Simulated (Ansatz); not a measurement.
## Si3N4: Quadrupolar parameters

The cell is a COD entry, its atoms then relaxed with PBE in this cell.

Space group P6_3/m (No. 176); a = 7.5950, c = 2.9023 Å, γ = 120.00°.

```csv
site,Wyckoff,site symmetry,x,y,z
Si,6h,m..,0.7673,0.1736,0.2500
N7,6h,m..,0.0294,0.3297,0.2500
N13,2d,-6..,0.3333,0.6667,0.7499
```

One atom of each set is listed.

Computed with Ansatz: DFT, PBE, plane waves and PAW (field gradients read without the response of the frozen cores, which leaves them typically 4 to 6 % off), scalar-relativistic, 420 eV cutoff, Γ-centred 4×4×10 k-points, Fermi–Dirac smearing 0.02 eV.

C_Q = eQV_zz/h, which is 24.18 MHz for Q = 1 b and V_zz = 10²¹ V/m²; η = (V_xx − V_yy)/V_zz. ν_Q = 3|C_Q|/[2I(2I − 1)].

¹⁴N: I = 1, Q = 20.44 mb. Quadrupole moments are those of Pyykkö's year-2017 table.

```json
{"site": "N7", "atoms": "6", "first shell": "3 Si at 1.73 Å", "C_Q (MHz)": "-2.52", "η": "0.07", "ν_Q (MHz)": "3.78"}
{"site": "N13", "atoms": "2", "first shell": "3 Si at 1.73 Å", "C_Q (MHz)": "-2.49", "η": "0.00", "ν_Q (MHz)": "3.73"}
```

An axis of threefold or higher order runs through N13, so V_zz lies along it and η is zero. At N7 V_zz stands upright on the plane through its three neighbours (within 3°).

Si has no stable isotope with a ground-state quadrupole moment in the table, so these sites are left out.

At this cell the PBE pressure is 6 GPa, so with PBE the cell would grow if it were relaxed.
